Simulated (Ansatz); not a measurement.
# BaTiO3 (model cell, started as cubic perovskite with Ti in the octahedra): a soft mode frozen in, part 3 of 3

Wanted: the energy along a soft mode of BaTiO3 (model cell, started as cubic perovskite with Ti in the octahedra) and the structure at the end.

Ansatz 0.2.0; DFT PBEsol, scalar-relativistic, plane waves, PAW; PAW set soft_1.

So far. Step 5 (Energy along the mode, all amplitudes (two of the runs …): The lowest of the steps tried is at 0.04 Å, 0.64 meV/atom below the parent; the bottom of the well need not coincide with a step. Step 7 (The new phase in its own primitive cell): The largest force component left is 0.47 meV/Å and the pressure is -0.003 GPa, within the tolerances set. The cell now holds 12.61 Å³/atom. The relaxed cell has a, b, c = 7.929, 3.958, 4.019 Å (conventional setting).

## (8) Modes of the new phase, k-mesh 4×6×6

A relaxed structure may still be a saddle point, so its zone-centre modes are computed. The response to a homogeneous field gives the Born charges and the dielectric tensor.

Input file input.yaml:

```yaml
crystal:
  lattice:
    - [7.9291961122, 0.0, 0.0]
    - [0.0, 3.9580524807, 0.0]
    - [0.0, 0.0, 4.0194569655]
  atoms:
    - { symbol: Ba, position: [0.0, 0.0, 0.0] }
    - { symbol: Ba, position: [0.5, 0.0, 0.0] }
    - { symbol: Ti, position: [0.25, 0.5, 0.5213031285] }
    - { symbol: Ti, position: [0.75, 0.5, 0.4786968715] }
    - { symbol: O, position: [0.0, 0.5, 0.5] }
    - { symbol: O, position: [0.5, 0.5, 0.5] }
    - { symbol: O, position: [0.25, 0.5, 0.9842014039] }
    - { symbol: O, position: [0.75, 0.5, 0.0157985961] }
    - { symbol: O, position: [0.25, 0.0, 0.49114342] }
    - { symbol: O, position: [0.75, 0.0, 0.50885658] }
kpoints:
  mp_grid: { grid: [4, 6, 6] }
hamiltonian:
  xc: pbesol
  pseudopotentials: { kind: paw, azcp: { folder: soft_1 }, xc_functional: pbe }
scf:
  occupations: { method: fixed }
output:
  eigenvalues: true
phonons:
  method: dfpt
  dielectric: true
  rigid_motions: translations
```

Command:

```bash
$ ansatz run input.yaml --threads 4 --pin off --max-ram 16384MiB --backend cpu --events-out ev --progress --plain --runs-dir out
```

Numbers of over 12 decimals in the logs are rounded to 6 here.

Log:

```text
[...]
Crystal: 10 atoms, lattice volume = 126.147 Å³
Basis set: ecut = 420 eV, 2451 PW (Γ), exchange–correlation on 108×54×54 points (8 copies of the dense FFT grid, shifted against one another)
Bands: 50, of which v1, the nominal top of the filled ones, is band 40 counted from 1 (39 counted from 0)
Symmetry: 8 space group operations
k-points: 76 of 144 (irreducible under 1 space group operation, time reversal used)
[...]
SCF iter   1: F=—  HF=-20056.133078 eV  |F-HF|=—  |Δ(HF+E_count)|=         —  Δρ=5.61e-2  dr2=4.04e0  ethr=3.10e-3  ⟨swp⟩=4.9  Hψ=12440  notcnv=0  defer=467
[...]
SCF iter  13: F=-20055.260784 eV  HF=-20055.260784 eV  |F-HF|=7.28e-12  |Δ(HF+E_count)|=  1.82e-11  Δρ=1.10e-7  dr2=1.25e-11  ethr=1.00e-12  ⟨swp⟩=12.4  Hψ=21429  notcnv=0
SCF 1 converged in 13 iterations: F = -20055.260784 eV  dr2 = 1.25e-11
[...]
DFPT response loops at Γ: preconditioner auto → Resta (q_TF=auto, 2.529 Å⁻¹)  ε∞=5.7 (no band partly filled); β = 1.00, the filter's whole step (`scf.mixing.beta` (0.50) is not read by the response loops at its default; to damp them type it under 1.00, their step now; it binds the ground state too); Broyden in place of MSR1
── the response to a field inside a basis, on 4×6×6 k-points: an SCF that follows is theirs, and a resumed run solves both again ──
Bands: 41, of which v1, the nominal top of the filled ones, is band 40 counted from 1 (39 counted from 0)
k-points: 18 of 144
[...]
Eigensolver: Dense (18 Hₖ)
SCF iter   1: F=—  HF=-20055.101734 eV  |F-HF|=—  |Δ(HF+E_count)|=         —  Δρ=5.53e-4  dr2=1.03e-4  ethr=1.00e-1
[...]
SCF iter   6: F=-20055.101816 eV  HF=-20055.101816 eV  |F-HF|=3.53e-8  |Δ(HF+E_count)|=   2.33e-8  Δρ=6.99e-6  dr2=5.41e-8  ethr=1.83e-10
SCF 1 converged in 6 iterations: F = -20055.101816 eV  dr2 = 5.41e-8
[...]
SCF converged after 13 iterations
Free energy (F): -20055.260784 eV
[...]
Internal energy: -20055.260784 eV  (E = F + TS)
E sigma→0 (E₀):  -20055.260784 eV
Fermi energy:    10.437356 eV
[...]
--- Band table (eV; the first three rows and the last of 76) ---
  k-point 0: bands = [... 36 lower, 9.5403, 10.1230, 10.1277, 10.2546, 12.2670, 12.3552, 12.5393, 12.7027, ... 6 higher]
  k-point 1: bands = [... 36 lower, 9.4889, 9.5672, 10.0186, 10.1101, 12.3016, 12.8336, 12.9738, 13.0870, ... 6 higher]
  k-point 2: bands = [... 36 lower, 9.3348, 9.8278, 9.8359, 10.0814, 12.3720, 13.6607, 13.7433, 13.7914, ... 6 higher]
  k-point 75: bands = [... 36 lower, 9.9047, 9.9047, 10.2570, 10.2570, 14.4123, 14.4123, 14.4293, 14.4293, ... 6 higher]
--- Phonons (Γ-DFPT): 15 representative perturbations + reference, on 76 of 144 k-points (Σ response iterations 50) ---
  k mesh reduced under 1 symmetry operation, with k and −k counted as one. Each operation leaves every solved perturbation unchanged. A smaller set is not considered because the run solves the response to a homogeneous field
  ASR residual: 1.240e-4 → 0.000e0 eV/Å²; symmetrization residual: 1.644e-5 eV/Å²
  ASR residual per site (eV/Å²): 6.44e-5 6.44e-5 9.66e-5 9.66e-5 1.24e-4 1.24e-4 1.00e-4 1.00e-4 8.27e-5 8.27e-5
  Γ frequencies (cm⁻¹): -149.42 -136.78 -75.46 0.00 0.00 0.00 105.13 106.55 144.99 164.16 170.00 170.64 180.92 206.65 260.46 275.62 276.15 278.35 281.18 282.33 322.06 326.62 330.20 433.77 467.50 469.21 473.55 488.42 518.48 664.73
  ε∞ (high-frequency dielectric tensor):
        6.501797     0.000000     0.000000
        0.000000     6.527067     0.000000
        0.000000     0.000000     5.977555
  softest optical mode at Γ: -149.42 cm⁻¹; the repairs (sum rule, projections) moved no ω² at Γ by more than (3.25 cm⁻¹)²
  Born effective charges Z* (e; rows j = field, columns β = displacement):
    site 0:
         2.76650    0.00000   -0.01122
         0.00000    2.76837    0.00000
        -0.24384    0.00000    2.82705
    site 1:
         2.76650    0.00000    0.01122
         0.00000    2.76837    0.00000
         0.24384    0.00000    2.82705
    site 2:
         7.13027   -0.00000   -0.00000
         0.00000    7.12455    0.00000
         0.00000    0.00000    6.16968
    site 3:
         7.13027   -0.00000   -0.00000
         0.00000    7.12455    0.00000
         0.00000    0.00000    6.16968
    site 4:
        -5.66909    0.00000   -0.17971
        -0.00000   -2.14810    0.00000
        -0.29351    0.00000   -2.02582
    site 5:
        -5.66909    0.00000    0.17971
        -0.00000   -2.14810    0.00000
         0.29351    0.00000   -2.02582
    site 6:
        -2.08493    0.00000   -0.00000
         0.00000   -2.06993    0.00000
         0.00000    0.00000   -4.97392
    site 7:
        -2.08493    0.00000   -0.00000
         0.00000   -2.06993    0.00000
         0.00000    0.00000   -4.97392
    site 8:
        -2.14276    0.00000   -0.00000
        -0.00000   -5.67489    0.00000
         0.00000    0.00000   -1.99699
    site 9:
        -2.14276    0.00000   -0.00000
        -0.00000   -5.67489    0.00000
         0.00000    0.00000   -1.99699
  Z* charge neutrality: 2.262e-2 e pre-enforcement
  solved inside a basis spanned on kpoints, on 4×6×6 k-points, its susceptibility summed on 4×10×8: ε∞ is read to err by 3.5e-2, Z* by 6.1e-2 e (field_mesh: kpoints solves on kpoints); Z* is corrected for what the basis lacks
  optical modes at Γ without the LO–TO term, one row a degenerate level:
      ω (cm⁻¹)  modes    IR ((D/Å)²/amu)
       -149.42      1           158.1160
       -136.78      1           159.0737
        -75.46      1             0.0000
        105.13      1             1.1302
        106.55      1             0.0000
        144.99      1             4.7594
        164.16      1            14.8394
[...]
optical modes at Γ + LO–TO along q̂ = [1.0000, 0.0000, 0.0000]:
      ω (cm⁻¹)  modes    IR ((D/Å)²/amu)
[...]
optical modes at Γ + LO–TO along q̂ = [0.0000, 1.0000, 0.0000]:
      ω (cm⁻¹)  modes    IR ((D/Å)²/amu)
[...]
optical modes at Γ + LO–TO along q̂ = [0.0000, 0.0000, 1.0000]:
      ω (cm⁻¹)  modes    IR ((D/Å)²/amu)
[...]
282.33      1             0.3263
        322.06      1             0.0000
        326.62      1             0.0161
        330.20      1             0.0000
        433.77      1             0.0000
        446.48      1             6.6987
        467.50      1             7.1736
        469.21      1             6.9670
        473.55      1             0.0000
        518.48      1             0.0000
        662.84      1             6.3196
        695.44      1           121.0837
```

It took 6.1 min on 4 threads of Arm Neoverse V1, shared host; peak memory 2.4 GiB; 24 min of CPU time.

This step gave:

```yaml
sum_rule_residual_before_enforcement: 1.24e-4 eV/Å²
miss_of_the_charge_sum_rule: 0.02262 e
estimated_error_of_the_dielectric_tensor: 0.03461
estimated_error_of_the_born_charges: 0.06093 e
point_group: mmm
highest_optical_mode_at_the_zone_centre_no_lo_to_term: 664.7 cm⁻¹
lowest_optical_zone_centre_mode: -149.4 cm⁻¹
mean_high_frequency_dielectric_constant: 6.335
largest_born_charge_third_of_the_trace: 6.808 e
top_of_the_zone_centre_spectrum_with_the_field: 695.4 cm⁻¹
```

Without the LO-TO term. Patterns of degenerate modes are one choice out of their space. The modes at Γ (shares of kinetic energy by element, %) (negative means imaginary):

```tsv
mode	frequency (cm⁻¹)	symmetry	Ba %	Ti %	O %
1	-149.4	B3u	1	45	54
2	-136.8	B2u	0	45	55
3	-75.5	B3g	0	83	17
4	0.0	acoustic	59	21	21
5	0.0	acoustic	59	21	21
6	0.0	acoustic	59	21	21
7	105.1	B3u	99	0	1
8	106.5	Au	100	0	0
9	145.0	B1u	96	1	3
10	164.2	B1u	40	19	40
11	170.0	B2u	41	32	27
12	170.6	B3u	41	32	27
13	180.9	Ag	0	69	31
14	206.7	B3g	0	14	86
15	260.5	B1u	3	57	40
16	275.6	B2g	0	50	50
17	276.1	B3u	0	0	100
18	278.4	Ag	0	31	69
19	281.2	B1u	0	2	97
20	282.3	B2u	0	0	100
21	322.1	B2g	0	0	100
22	326.6	B3u	0	0	100
23	330.2	Au	0	0	100
24	433.8	B3g	0	3	97
25	467.5	B2u	0	2	98
26	469.2	B3u	0	2	98
27	473.6	Ag	0	0	100
28	488.4	B1u	0	0	100
29	518.5	B2g	0	50	50
30	664.7	B1u	1	0	99
```

Displacements in mode 1 (-149.4 cm⁻¹), the largest set to 1:
```
Ba1  0.01  0.00 -0.05
Ba2  0.01  0.00  0.05
Ti3  0.69  0.00  0.00
Ti4  0.69  0.00  0.00
O5  -1.00  0.00  0.01
O6  -1.00  0.00 -0.01
O7  -0.53  0.00  0.00
O8  -0.53  0.00  0.00
O9  -0.64  0.00  0.00
O10 -0.64  0.00  0.00
```

Displacements in mode 2 (-136.8 cm⁻¹), the largest set to 1:
```
Ba1  0.00  0.02  0.00
Ba2  0.00  0.02  0.00
Ti3  0.00  0.68  0.00
Ti4  0.00  0.68  0.00
O5   0.00 -0.66  0.00
O6   0.00 -0.66  0.00
O7   0.00 -0.52  0.00
O8   0.00 -0.52  0.00
O9   0.00 -1.00  0.00
O10  0.00 -1.00  0.00
```

Optical modes at the zone centre, without and with the macroscopic field of the longitudinal modes; each column is sorted by frequency, so a row need not hold one and the same mode. Modes with and without the field, by row:

```tsv
rank among optical modes	no field (cm⁻¹)	q along (1, 0, 0) (cm⁻¹)	q along (0, 1, 0) (cm⁻¹)	q along (0, 0, 1) (cm⁻¹)
1	-149.4	-136.8	-149.4	-149.4
2	-136.8	-75.5	-75.5	-136.8
3	-75.5	103.8	105.1	-75.5
4	105.1	106.5	106.5	105.1
5	106.5	145	145	106.5
6	145	164.2	164.2	148
7	164.2	166.7	166.6	170
8	170	170	170.6	170.6
9	170.6	180.9	180.9	180.1
10	180.9	206.7	206.7	180.9
11	206.7	260.5	260.5	206.7
12	260.5	275.6	275.6	275.6
13	275.6	275.8	276.1	276.1
14	276.1	278.4	278.4	278.4
15	278.4	281.2	281.2	280.3
16	281.2	282.3	281.9	282.3
17	282.3	322.1	322.1	322.1
18	322.1	326.6	326.6	326.6
19	326.6	330.2	330.2	330.2
20	330.2	433.8	433.8	433.8
21	433.8	447.8	446.1	446.5
22	467.5	467.5	469.2	467.5
23	469.2	473.6	473.6	469.2
24	473.6	488.4	488.4	473.6
25	488.4	518.5	518.5	518.5
26	518.5	664.5	664.7	662.8
27	664.7	664.7	665.4	695.4
```

Born charge (rows field, columns displacement) (e), principal values of the symmetric part by kind of site:

```tsv
atom	atoms with these values	low	middle	high	mean
Ba1	2	2.67	2.77	2.93	2.79
Ti3	2	6.17	7.12	7.13	6.81
O5	4	-5.68	-2.15	-2.01	-3.28
O7	2	-4.97	-2.08	-2.07	-3.04
```

In full for O7:

```
-2.08  0.00  0.00
 0.00 -2.07  0.00
 0.00  0.00 -4.97
```

High-frequency dielectric tensor:

```
6.50 0.00 0.00
0.00 6.53 0.00
0.00 0.00 5.98
```

Transverse modes; imaginary modes are left out. Lines of the infrared spectrum (strongest = 100):

```tsv
position (cm⁻¹)	lines merged	relative intensity
105	1	1.2
106	1	0.0
145	1	5.2
164	1	16
170	1	3.8
171	1	4.0
181	1	0.0
207	1	0.0
260	1	100
276	2	0.2
278	1	0.0
281	1	4.5
282	1	0.4
322	1	0.0
327	1	0.0
330	1	0.0
434	1	0.0
468	1	7.8
469	1	7.6
474	1	0.0
488	1	21
518	1	0.0
665	1	0.1
```

Before it was imposed, the acoustic sum rule was missed by 1.2e-4 eV/Å² and the charge sum rule by 0.023 e. Small misses are needed for a sound result but don't prove that mesh and cutoff are converged. The lowest optical mode is imaginary, 149.4i cm⁻¹, so the energy falls along it.

## (9) Outcome

```yaml
unstable_mode_of_the_parent: q = (0, 0, -0.5), 150i cm⁻¹
depth_at_the_lowest_point_sampled: 0.64 meV/atom
largest_atomic_shift_at_that_point: 0.04 Å
space_group_reached_within_0p01_a: Pmma
energy_gained_over_the_parent_first_relaxation_on_the_mesh_of_the_frozen_mode: 1.65 meV/atom
volume_per_atom_phase_reached: 12.6 Å³
gap_on_the_k_mesh_phase_reached: 1.83 eV
lowest_optical_zone_centre_mode_phase_reached: -149 cm⁻¹
highest_optical_mode_at_the_zone_centre_no_lo_to_term_phase_reached: 665 cm⁻¹
```

What this shows: Along this mode the structure falls into Pmma, 1.65 meV/atom below the parent. At the parent's cell the well is 0.64 meV/atom deep on the steps tried, with its lowest point at a shift of 0.04 Å. Relaxing atoms and cell changes the gain by +1.01 meV/atom against the lowest step (energies at zero smearing). Most of the total comes from this relaxation. The new phase still has an imaginary mode at the zone centre of its cell, so it is a saddle point on the way to a lower structure. How so shallow a well moves with the k mesh was not tested. Of the 6 patterns followed to their end from this parent, this one ends 2.65 meV/atom above the lowest, R3m. Another end point lies within 1 meV/atom; how such a difference moves with mesh and cutoff was not tested. Each path keeps the symmetry of its pattern, so a lower phase may lie along a pattern not tried. Spin-orbit coupling is left out, which can matter for the heavy elements here. The PAW files were made for PBE and serve the other functionals too. The starting cell was built on a prototype and not taken from a measurement, so the phase need not exist.

[Logs are printed without paths, hosts, clocks, repeated set-up lines and the standing remarks that a program may print on its own settings, such as how far it seeks lower states.]

[Hosts, paths, dates, database ids (printed as entryN), source tags and the programs' standing remarks are cut or masked in the printed files.]
